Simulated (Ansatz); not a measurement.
Input, command and steps of an Ansatz relaxation.

```yaml
crystal:
  lattice:
    - [4.2649632323, 0.0, 0.0]
    - [-2.1324816162, 3.6935665054, 0.0]
    - [0.0, 0.0, 5.5965206432]
  atoms:
    - { symbol: Te, position: [0.3333333333, 0.6666666667, 0.25] }
    - { symbol: Te, position: [0.6666666667, 0.3333333333, 0.75] }
    - { symbol: Pt, position: [0.0, 0.0, 0.0] }
    - { symbol: Pt, position: [0.0, 0.0, 0.5] }
basis:
  ecutwfc: 420
kpoints:
  mp_grid: { grid: [12, 12, 8] }
hamiltonian:
  xc: pbesol
scf:
  occupations: { method: gaussian, width: 0.1 }
output:
  forces: true
  stress: true
  eigenvalues: true
relax:
  adjacent_minimum: "off"
  f_tol: 0.01
  max_steps: 30
  cell: { stress_tol: 0.1, fix: [volume] }
```

```bash
ansatz run input.yaml --threads 1 --pin off --max-ram 2560MiB --backend cpu --events-out ev --progress --plain --runs-dir out
```

These are results of DFT PBEsol, scalar-relativistic, plane waves, PAW in Ansatz 0.2.0, not measurements.

The volume is held at 1.03 times that of the relaxed cell.

Of 3 frames 3 are shown, positions in Å and forces in eV/Å; the SCF threshold varies from step to step. Steps run on the plane waves of an earlier cell, with a Pulay correction in the pressure. The basis is chosen afresh for the last frame, the zero of the energies, and at times for earlier ones too; energy and pressure step there, also at an unchanged geometry.

```xyz
4
Lattice="4.2650 0.0000 0.0000 -2.1325 3.6936 0.0000 0.0000 0.0000 5.5965" Properties=species:S:1:pos:R:3:forces:R:3 pbc="T T T" step=1 free_energy_over_end_meV_per_atom=0.03 pressure_GPa=-3.77
Te    0.0000    2.4624    1.3991    0.0000    0.0000    0.0000
Te    2.1325    1.2312    4.1974    0.0000    0.0000    0.0000
Pt    0.0000    0.0000    0.0000    0.0000    0.0000    0.0000
Pt    0.0000    0.0000    2.7983    0.0000    0.0000    0.0000
4
Lattice="4.2712 0.0000 0.0000 -2.1356 3.6990 0.0000 0.0000 0.0000 5.5802" Properties=species:S:1:pos:R:3:forces:R:3 pbc="T T T" step=2 free_energy_over_end_meV_per_atom=0.00 pressure_GPa=-3.74
Te    0.0000    2.4660    1.3950    0.0000    0.0000    0.0000
Te    2.1356    1.2330    4.1851    0.0000    0.0000    0.0000
Pt    0.0000    0.0000    0.0000    0.0000    0.0000    0.0000
Pt    0.0000    0.0000    2.7901    0.0000    0.0000    0.0000
4
Lattice="4.2712 0.0000 0.0000 -2.1356 3.6990 0.0000 0.0000 0.0000 5.5802" Properties=species:S:1:pos:R:3:forces:R:3 pbc="T T T" step=3 free_energy_over_end_meV_per_atom=0.00 pressure_GPa=-3.74
Te    0.0000    2.4660    1.3950    0.0000    0.0000    0.0000
Te    2.1356    1.2330    4.1851    0.0000    0.0000    0.0000
Pt    0.0000    0.0000    0.0000    0.0000    0.0000    0.0000
Pt    0.0000    0.0000    2.7901    0.0000    0.0000    0.0000
```

The run took 44 s on 1 thread of Arm Neoverse V2, with other jobs on the host, peak memory 0.53 GiB.

Spin–orbit coupling is left out, which can shift energies with elements as heavy as these.